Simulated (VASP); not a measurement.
# Te (P3_121) in VASP: notebook

Aim: see how the results for Te move with the level of theory and the settings. Levels: PBE0, r2SCAN-EpsX, PBE+D3(BJ). Tasks: band structure, equation of state.

Program: VASP 6.6.1. These are calculated values, not measurements. Logs are shortened: lines on timing, memory, paths and dates and some standing lists are left out, and cuts for length are marked.

## Step 1: Starting point

Symmetry: P3_121, No. 152, trigonal system. The conventional cell has a = 4.454 Å, b = 4.454 Å, c = 5.924 Å, α = 90.00°, β = 90.00°, γ = 120.00°. Te (site symmetry 2) has 2 Te at 2.86 Å as nearest neighbours.

## Step 2: Band structure, PBE0

POSCAR reads:

```
Te
1.0
    4.4540000000      0.0000000000      0.0000000000
   -2.2270000000      3.8572771485      0.0000000000
    0.0000000000      0.0000000000      5.9240000000
Te
3
Direct
    0.7310000000      0.7310000000      0.0000000000
    0.0000000000      0.2690000000      0.6666666667
    0.2690000000      0.0000000000      0.3333333333
```

INCAR.step1 reads:

```
  PREC = Accurate
  ENCUT = 520
  EDIFF = 1E-5
  ISMEAR = 0
  SIGMA = 0.02
  LREAL = False
  LASPH = True
  NELM = 100
  ALGO = Normal
  ISIF = 2
  LWAVE = True
  LCHARG = False
  GGA = PE
  KPAR = 4
```

INCAR.step2 reads:

```
  PREC = Accurate
  ENCUT = 520
  EDIFF = 1E-6
  ISMEAR = 0
  SIGMA = 0.02
  LREAL = False
  LASPH = True
  NELM = 100
  ALGO = Normal
  ISIF = 2
  LWAVE = False
  LCHARG = False
  GGA = PE
  LHFCALC = True
  AEXX = 0.25
  PRECFOCK = Fast
  HFRCUT = -1
  ISTART = 1
  KPAR = 4
```

KPOINTS reads:

```
regular mesh
0
Gamma
  6 6 4
```

KPOINTS_OPT reads:

```
path GMKGALHA,LM,KH
10
line-mode
reciprocal
 0.0000000000  0.0000000000  0.0000000000  G
 0.5000000000  0.0000000000  0.0000000000  M

 0.5000000000  0.0000000000  0.0000000000  M
 0.3333333333  0.3333333333  0.0000000000  K

 0.3333333333  0.3333333333  0.0000000000  K
 0.0000000000  0.0000000000  0.0000000000  G

 0.0000000000  0.0000000000  0.0000000000  G
 0.0000000000  0.0000000000  0.5000000000  A

 0.0000000000  0.0000000000  0.5000000000  A
 0.5000000000  0.0000000000  0.5000000000  L

 0.5000000000  0.0000000000  0.5000000000  L
 0.3333333333  0.3333333333  0.5000000000  H

 0.3333333333  0.3333333333  0.5000000000  H
 0.0000000000  0.0000000000  0.5000000000  A

 0.5000000000  0.0000000000  0.5000000000  L
 0.5000000000  0.0000000000  0.0000000000  M

 0.3333333333  0.3333333333  0.0000000000  K
 0.3333333333  0.3333333333  0.5000000000  H
```

Potentials or basis: VASP PAW PBE potentials, release 64 (Te).

Started as:

```
$ cat potpaw_PBE.64/Te/POTCAR > POTCAR
$ cp INCAR.step1 INCAR
$ mpirun -np 4 vasp_std > vasp.out
$ cp INCAR.step2 INCAR
$ mpirun -np 4 vasp_std > vasp.out
```

OUTCAR:

```text
PREC = Accurate
   ENCUT = 520
   EDIFF = 1E-6
   ISMEAR = 0
   LREAL = False
   LASPH = True
   NELM = 100
   ISIF = 2
   GGA = PE
   LHFCALC = True
   AEXX = 0.25
   PRECFOCK = Fast
   ISTART = 1

 ion  position               nearest neighbor table
   1  0.731  0.731  0.000-   3 2.86   2 2.86   3 3.47   2 3.47   2 3.47   3 3.47
   2  0.000  0.269  0.667-   1 2.86   3 2.86   1 3.47   1 3.47   3 3.47   3 3.47
   3  0.269  0.000  0.333-   1 2.86   2 2.86   1 3.47   1 3.47   2 3.47   2 3.47

  LATTYP: Found a hexagonal cell.
 ALAT       =     4.4540000000
 C/A-ratio  =     1.3300404131

  Lattice vectors:

 A1 = (   4.4540000000,   0.0000000000,   0.0000000000)
 A2 = (  -2.2270000000,   3.8572771485,   0.0000000000)
 A3 = (   0.0000000000,   0.0000000000,   5.9240000000)

Analysis of symmetry for initial positions (statically):
=====================================================================
 Subroutine PRICEL returns:
 Original cell was already a primitive cell.

 Routine SETGRP: Setting up the symmetry group for a
 hexagonal supercell.

 Subroutine GETGRP returns: Found  6 space group operations
 (whereof  2 operations were pure point group operations)
 out of a pool of 24 trial point group operations.

The static configuration has the point symmetry C_2 .
 The point group associated with its full space group is D_3 .

Analysis of symmetry for dynamics (positions and initial velocities):
=====================================================================
 Subroutine PRICEL returns:
 Original cell was already a primitive cell.

 Routine SETGRP: Setting up the symmetry group for a
 hexagonal supercell.

 Subroutine GETGRP returns: Found  6 space group operations
 (whereof  2 operations were pure point group operations)
 out of a pool of 24 trial point group operations.

The dynamic configuration has the point symmetry C_2 .
 The point group associated with its full space group is D_3 .

 Subroutine INISYM returns: Found  6 space group operations
 (whereof  2 operations are pure point group operations),
 and found     1 'primitive' translations

----------------------------------------------------------------------------------------

                                     Primitive cell

  volume of cell :     101.7762

  direct lattice vectors                    reciprocal lattice vectors
     4.454000000  0.000000000  0.000000000     0.224517288  0.129625117  0.000000000
    -2.227000000  3.857277149  0.000000000     0.000000000  0.259250233  0.000000000
     0.000000000  0.000000000  5.924000000     0.000000000  0.000000000  0.168804862

  length of vectors
     4.454000000  4.454000000  5.924000000     0.259250233  0.259250233  0.168804862

  position of ions in fractional coordinates (direct lattice)
     0.731000000  0.731000000  0.000000000
     0.000000000  0.269000000  0.666666667
     0.269000000  0.000000000  0.333333333

  ion indices of the primitive-cell ions
   primitive index   ion index
                 1           1
                 2           2
                 3           3

----------------------------------------------------------------------------------------

 KPOINTS: regular mesh

Automatic generation of k-mesh.
 Grid dimensions read from file:
 generate k-points for:    6    6    4

 Generating k-lattice:

  Cartesian coordinates                     Fractional coordinates (reciprocal lattice)
     0.037419548  0.021604186  0.000000000     0.166666667  0.000000000  0.000000000
     0.000000000  0.043208372  0.000000000     0.000000000  0.166666667  0.000000000
     0.000000000  0.000000000  0.042201215     0.000000000  0.000000000  0.250000000

  Length of vectors
     0.043208372  0.043208372  0.042201215

  Shift w.r.t. Gamma in fractional coordinates (k-lattice)
     0.000000000  0.000000000  0.000000000

 Subroutine IBZKPT returns following result:
 ===========================================

 Found     24 irreducible k-points:

 Following reciprocal coordinates:
            Coordinates               Weight
  0.000000  0.000000  0.000000      1.000000
  0.166667  0.000000  0.000000      6.000000
  0.333333  0.000000  0.000000      6.000000
  0.500000  0.000000  0.000000      3.000000
  0.166667  0.166667  0.000000      6.000000
  0.333333  0.166667  0.000000     12.000000
[... 16 lines left out ...]
  0.333333  0.166667  0.500000     12.000000
  0.333333  0.333333  0.500000      2.000000
   k-points           NKPTS =     24   k-points in BZ     NKDIM =    144   number of bands    NBANDS=     13
   number of dos      NEDOS =    301   number of ions     NIONS =      3
   total plane-waves  NPLWV =  62208
   dimension x,y,z NGX =    36 NGY =   36 NGZ =   48
   dimension x,y,z NGXF=    72 NGYF=   72 NGZF=   96
   ions per type =               3
   NGX,Y,Z   is equivalent  to a cutoff of  13.44, 13.44, 13.47 a.u.
   NGXF,Y,Z  is equivalent  to a cutoff of  26.87, 26.87, 26.94 a.u.
 SYSTEM =  unknown system
   PREC   = accura    normal or accurate (medium, high low for compatibility)
   ISTART =      1    job   : 0-new  1-cont  2-samecut
   ICHARG =      0    charge: 1-file 2-atom 10-const
   ISPIN  =      1    spin polarized calculation?
   LNONCOLLINEAR =      F non collinear calculations
   LSORBIT =      F    spin-orbit coupling
   LASPH  =      T    aspherical Exc in radial PAW
   ENCUT  =  520.0 eV  38.22 Ry    6.18 a.u.   8.28  8.28 11.01*2*pi/ulx,y,z
   NELM   =    100;   NELMIN=  2; NELMDL=  0     # of ELM steps
   EDIFF  = 0.1E-05   stopping-criterion for ELM
   LREAL  =      F    real-space projection
   EDIFFG = 0.1E-04   stopping-criterion for IOM
   NSW    =      0    number of steps for IOM
   IBRION =     -1    ionic relax: 0-MD 1-quasi-New 2-CG
   NFREE  =      0    steps in history (QN), initial steepest desc. (CG)
   ISIF   =      2    stress and relaxation
   ISYM   =      3    0-nonsym 1-usesym 2-fastsym
   POTIM  = 0.5000    time-step for ionic-motion
   TEBEG  =    0.0;   TEEND  =   0.0 temperature during run
   PSTRESS=    0.0 pullay stress
   NELECT =      18.0000    total number of electrons
   NUPDOWN=      -1.0000    fix difference up-down
   EMIN   =  10.00;   EMAX   =-10.00  energy-range for DOS
   EFERMI =   0.00;   METHOD = LEGACY
   ISMEAR =     0;   SIGMA  =   0.02  broadening in eV -4-tet -1-fermi 0-gaus
   EFERMI_NEDOS =   21; number of points for ismear=-14 and -15
   IALGO  =     38    algorithm
   IMIX   =      1    mixing-type and parameters
     AMIX     =   0.40;   BMIX     =  1.00
     AMIX_MAG =   1.60;   BMIX_MAG =  1.00
  volume/ion in A,a.u.               =      33.93       228.94
  Fermi-wavevector in a.u.,A,eV,Ry     =   0.918933  1.736531 11.489263  0.844437
  Thomas-Fermi vector in A             =   2.044070
   LORBIT       =      0    0 simple, 1 ext, 2 COOP (PROOUT), +10 PAW based schemes
   GGA     = PE    functional components
   LHFCALC =     T    Hartree Fock is set to
   PRECFOCK=fast      Normal, Fast or Accurate (Low or Medium for compatibility)
   ENCUT4O =  -1.0   cutoff for four orbital integrals eV
   NKREDX  =     1    reduce k-point grid by
   NKREDY  =     1    reduce k-point grid by
   NKREDZ  =     1    reduce k-point grid by
   AEXX    =    0.2500 exact exchange contribution
   HFSCREEN=    0.0000 screening length (either q_TF or 0.3 A-1)
   HFSCREENC=   0.0000 screening length for correlation (either q_TF or 0.3 A-1)
   ENCUTFOCK=  -1.0 apply spherical cutoff to Coloumb kernel
   IVDW    =     0    specifies the selected vdW correction
   LEPSILON=     F    determine dielectric tensor
   LRPA    =     F    only Hartree local field effects (RPA)
 non-spin polarized calculation
 Gauss-broadening in eV      SIGMA  =   0.02
  energy-cutoff  :      520.00
  volume of cell :      101.78
 maximum number of plane-waves:      2764
 NGX is ok and might be reduce to    36
  NGX = 18; NGY = 18; NGZ = 24

 number of electron      17.9999999 magnetization

 Free energy of the ion-electron system (eV)
  ---------------------------------------------------
  ext. energy  EPLUGINS =         0.00000000
  ---------------------------------------------------
  free energy    TOTEN  =       -13.31446352 eV

  energy without entropy =      -13.31446352  energy(sigma->0) =      -13.31446352

 E-fermi :   5.4295     XC(G=0):  -7.2019

 val. band max:        5.3279649142   @ k =   0.3333   0.3333   0.5000
 cond. band min:       6.4327405484   @ k =   0.3333   0.3333   0.5000
 fundamental gap:      1.1047756343
 Fermi energy:         5.4294589901

 k-point     1 :       0.0000    0.0000    0.0000
  band No.  band energies     occupation
      1      -9.7541      2.00000
      2      -6.0868      2.00000
      3      -6.0868      2.00000
      4       1.8830      2.00000
      5       2.3053      2.00000
      6       2.3053      2.00000
      7       3.3513      2.00000
      8       3.3513      2.00000
      9       4.2543      2.00000
     10       7.4312      0.00000
     11       7.4312      0.00000
     12       8.1333      0.00000
     13      11.5433      0.00000

 k-point     2 :       0.1667    0.0000    0.0000
  band No.  band energies     occupation
      1      -9.5603      2.00000
      2      -6.1587      2.00000
      3      -6.0260      2.00000
      4       0.6573      2.00000
      5       1.4491      2.00000
      6       1.7910      2.00000
      7       3.9062      2.00000
      8       4.2311      2.00000
      9       4.4593      2.00000
     10       7.1369      0.00000
     11       7.2911      0.00000
     12       7.9342      0.00000
     13      10.9241      0.00000

 k-point     3 :       0.3333    0.0000    0.0000
  band No.  band energies     occupation
      1      -9.0130      2.00000
      2      -6.5251      2.00000
      3      -5.8850      2.00000
      4      -0.1741      2.00000
      5       0.5959      2.00000
      6       1.2035      2.00000
      7       2.6480      2.00000
      8       4.2424      2.00000
      9       4.3698      2.00000
     10       7.1912      0.00000
     11       7.3896      0.00000
     12       9.3372      0.00000
     13       9.8159      0.00000
[... 305 lines left out ...]
 k-point    23 :       0.3333    0.1667    0.5000
  band No.  band energies     occupation
      1      -8.0071      2.00000
      2      -7.7544      2.00000
      3      -5.6176      2.00000
      4      -0.7877      2.00000
      5       0.2843      2.00000
      6       0.4864      2.00000
      7       3.5202      2.00000
      8       3.9913      2.00000
      9       4.8787      2.00000
     10       7.2888      0.00000
     11       8.0066      0.00000
     12       8.6099      0.00000
     13      11.3936      0.00000

 k-point    24 :       0.3333    0.3333    0.5000
  band No.  band energies     occupation
      1      -7.7238      2.00000
      2      -7.7238      2.00000
      3      -5.8399      2.00000
      4      -0.5364      2.00000
      5      -0.3917      2.00000
      6      -0.3917      2.00000
      7       4.2054      2.00000
      8       5.3280      2.00000
      9       5.3280      2.00000
     10       6.4327      0.00000
     11       7.7506      0.00000
     12       7.7506      0.00000
     13      12.5555      0.00000

------------------------ aborting loop because EDIFF is reached ----------------------------------------

  FORCE on cell =-STRESS in cart. coord.  units (eV):
  Direction    XX          YY          ZZ          XY          YZ          ZX
  --------------------------------------------------------------------------------------
  -------------------------------------------------------------------------------------
  Total       -0.2548827     -0.2548827     -1.0121033      0.0000000      0.0000000      0.0000000
  in kB       -4.0124063     -4.0124063    -15.9326979      0.0000000      0.0000000      0.0000000
  external PRESSURE =      -7.9858368 kB  Pullay stress =       0.0000000 kB

 VOLUME and BASIS-vectors are now :
 -----------------------------------------------------------------------------
  energy-cutoff  :      520.00
  volume of cell :      101.78
      direct lattice vectors                 reciprocal lattice vectors
     4.454000000  0.000000000  0.000000000     0.224517288  0.129625117  0.000000000
    -2.227000000  3.857277149  0.000000000     0.000000000  0.259250233  0.000000000
     0.000000000  0.000000000  5.924000000     0.000000000  0.000000000  0.168804862

 POSITION                                       TOTAL-FORCE (eV/Angst)
 -----------------------------------------------------------------------------------
      1.62794      2.81967      0.00000         0.213017      0.368957      0.000000
     -0.59906      1.03761      3.94933         0.213017     -0.368957      0.000000
      1.19813      0.00000      1.97467        -0.426034      0.000000     -0.000000
 -----------------------------------------------------------------------------------
    total drift:                                0.000000      0.000001      0.000000

  FREE ENERGIE OF THE ION-ELECTRON SYSTEM (eV)
  ---------------------------------------------------
  free  energy   TOTEN  =       -13.3144635213 eV

  energy  without entropy=      -13.3144635213  energy(sigma->0) =      -13.31446352
```

Wall time 19 min (4 MPI ranks of Intel Xeon Platinum 8488C (Sapphire Rapids), shared host); peak memory 0.35 GiB.

Results:

| Item | Value |
| --- | --- |
| Free energy | -13.3145 eV |
| Pressure | -0.8 GPa |
| Largest force | 0.426 eV/Å |
| Band gap on the k mesh | 1.10 eV, direct |
| Band gap along the path | 1.08 eV, indirect (least direct gap 1.10 eV) |

Forces in eV/Å, atoms in the order of the input:
```
Te   0.213  0.369  0.000
Te   0.213 -0.369  0.000
Te  -0.426  0.000  0.000
```

Stress tensor (GPa, compression positive):
```
-0.40  0.00  0.00
 0.00 -0.40  0.00
 0.00  0.00 -1.59
```

Levels at the corners of the path, in eV from the valence-band top:
```csv
point,band 6,band 7,band 8,band 9,band 10,band 11,band 12,band 13
Γ,-3.05,-2.00,-2.00,-1.10,2.08,2.08,2.78,6.19
M,-4.14,-4.06,-1.18,-0.98,1.83,1.93,4.04,5.11
M,-4.14,-4.06,-1.18,-0.98,1.83,1.93,4.04,5.11
K,-3.55,-3.55,-3.31,-3.16,4.13,4.13,4.48,6.10
K,-3.55,-3.55,-3.31,-3.16,4.13,4.13,4.48,6.10
Γ,-3.05,-2.00,-2.00,-1.10,2.08,2.08,2.78,6.19
Γ,-3.05,-2.00,-2.00,-1.10,2.08,2.08,2.78,6.19
A,-3.04,-1.64,-1.26,-1.26,1.45,1.48,1.48,5.20
A,-3.04,-1.64,-1.26,-1.26,1.45,1.48,1.48,5.20
L,-4.11,-2.84,-2.48,-0.25,1.71,3.12,3.77,5.81
L,-4.11,-2.84,-2.48,-0.25,1.71,3.12,3.77,5.81
H,-5.74,-1.15,-0.02,-0.02,1.08,2.40,2.40,7.21
H,-5.74,-1.15,-0.02,-0.02,1.08,2.40,2.40,7.22
A,-3.04,-1.64,-1.26,-1.26,1.45,1.48,1.48,5.20
L,-4.11,-2.84,-2.48,-0.25,1.71,3.12,3.77,5.81
M,-4.14,-4.06,-1.18,-0.98,1.83,1.93,4.04,5.11
K,-3.55,-3.55,-3.31,-3.16,4.13,4.13,4.48,6.10
H,-5.74,-1.15,-0.02,-0.02,1.08,2.40,2.40,7.21
```

Caveat: the PAW data sets were made with another functional, which shifts forces and pressure a little; spin-orbit coupling is left out, which moves the levels of the heavy elements.

## Step 3: Band structure, r2SCAN-EpsX

POSCAR is that of step 2.

INCAR.step1 reads:

```
  PREC = Accurate
  ENCUT = 520
  EDIFF = 1E-8
  ISMEAR = 0
  SIGMA = 0.02
  LREAL = False
  LASPH = True
  NELM = 100
  ALGO = Normal
  ISIF = 2
  LWAVE = False
  LCHARG = False
  GGA = PE
  LEPSILON = True
  KPAR = 4
```

KPOINTS.step1 reads:

```
Automatic mesh
0
G
  8 8 6
  0 0 0
```

INCAR.step2 reads:

```
  PREC = Accurate
  ENCUT = 520
  EDIFF = 1E-5
  ISMEAR = 0
  SIGMA = 0.02
  LREAL = False
  LASPH = True
  NELM = 100
  ALGO = Normal
  ISIF = 2
  LWAVE = True
  LCHARG = False
  GGA = PE
  KPAR = 4
```

KPOINTS.step2 reads:

```
regular mesh
0
Gamma
  6 6 4
```

INCAR.step3 reads:

```
  PREC = Accurate
  ENCUT = 520
  EDIFF = 1E-6
  ISMEAR = 0
  SIGMA = 0.02
  LREAL = False
  LASPH = True
  NELM = 100
  ALGO = Normal
  ISIF = 2
  LWAVE = False
  LCHARG = False
  METAGGA = R2SCAN
  LHFCALC = True
  AEXX = 0.0214
  LMIXTAU = True
  PRECFOCK = Fast
  HFRCUT = -1
  ISTART = 1
  KPAR = 4
```

KPOINTS.step3 reads:

```
regular mesh
0
Gamma
  6 6 4
```

KPOINTS_OPT is that of step 2.

Potentials or basis: VASP PAW PBE potentials, release 64 (Te).

Started as:

```
$ cat potpaw_PBE.64/Te/POTCAR > POTCAR
$ cp INCAR.step1 INCAR
$ cp KPOINTS.step1 KPOINTS
$ mpirun -np 4 vasp_std > vasp.out
$ cp INCAR.step2 INCAR
$ cp KPOINTS.step2 KPOINTS
$ mpirun -np 4 vasp_std > vasp.out
$ cp INCAR.step3 INCAR
$ cp KPOINTS.step3 KPOINTS
$ mpirun -np 4 vasp_std > vasp.out
```

It took 27 min on 4 MPI ranks of Intel Xeon Platinum 8488C (Sapphire Rapids), shared host; peak memory 0.67 GiB.

Results (log left out):

```
Free energy             : -75.1278 eV
Pressure                : 0.8 GPa
Largest force           : 0.111 eV/Å
Band gap on the k mesh  : 0.40 eV, direct
Band gap along the path : 0.37 eV, indirect (least direct gap 0.40 eV)
```

Forces on the atoms (eV/Å):
```
Te   0.056  0.096  0.000
Te   0.056 -0.096  0.000
Te  -0.111  0.000  0.000
```

Stress tensor (GPa, compression positive):
```
0.80 0.00 0.00
0.00 0.80 0.00
0.00 0.00 0.71
```

Levels at the corners of the path, in eV from the valence-band top:
| point | band 6 | band 7 | band 8 | band 9 | band 10 | band 11 | band 12 | band 13 |
| --- | --- | --- | --- | --- | --- | --- | --- | --- |
| Γ | -2.91 | -1.81 | -1.81 | -0.98 | 1.17 | 1.17 | 1.82 | 5.41 |
| M | -3.84 | -3.72 | -1.13 | -0.91 | 1.05 | 1.11 | 3.32 | 4.05 |
| M | -3.84 | -3.72 | -1.13 | -0.91 | 1.05 | 1.11 | 3.32 | 4.05 |
| K | -3.26 | -3.26 | -3.09 | -2.90 | 3.14 | 3.14 | 3.44 | 5.29 |
| K | -3.26 | -3.26 | -3.09 | -2.90 | 3.14 | 3.14 | 3.44 | 5.29 |
| Γ | -2.91 | -1.81 | -1.81 | -0.98 | 1.17 | 1.17 | 1.82 | 5.41 |
| Γ | -2.91 | -1.81 | -1.81 | -0.98 | 1.17 | 1.17 | 1.82 | 5.41 |
| A | -2.89 | -1.50 | -1.14 | -1.14 | 0.59 | 0.72 | 0.72 | 4.45 |
| A | -2.89 | -1.50 | -1.14 | -1.14 | 0.59 | 0.72 | 0.72 | 4.45 |
| L | -3.84 | -2.61 | -2.28 | -0.22 | 0.92 | 2.15 | 2.81 | 4.97 |
| L | -3.84 | -2.61 | -2.28 | -0.22 | 0.92 | 2.15 | 2.81 | 4.97 |
| H | -5.32 | -1.09 | -0.02 | -0.02 | 0.37 | 1.51 | 1.51 | 6.37 |
| H | -5.32 | -1.09 | -0.02 | -0.02 | 0.37 | 1.51 | 1.51 | 6.37 |
| A | -2.89 | -1.50 | -1.14 | -1.14 | 0.59 | 0.72 | 0.72 | 4.45 |
| L | -3.84 | -2.61 | -2.28 | -0.22 | 0.92 | 2.15 | 2.81 | 4.97 |
| M | -3.84 | -3.72 | -1.13 | -0.91 | 1.05 | 1.11 | 3.32 | 4.05 |
| K | -3.26 | -3.26 | -3.09 | -2.90 | 3.14 | 3.14 | 3.44 | 5.29 |
| H | -5.32 | -1.09 | -0.02 | -0.02 | 0.37 | 1.51 | 1.51 | 6.37 |

Caveat: the PAW data sets were made with another functional, which shifts forces and pressure a little; spin-orbit coupling is left out, which moves the levels of the heavy elements.

(Continued in part 2 of 2.)
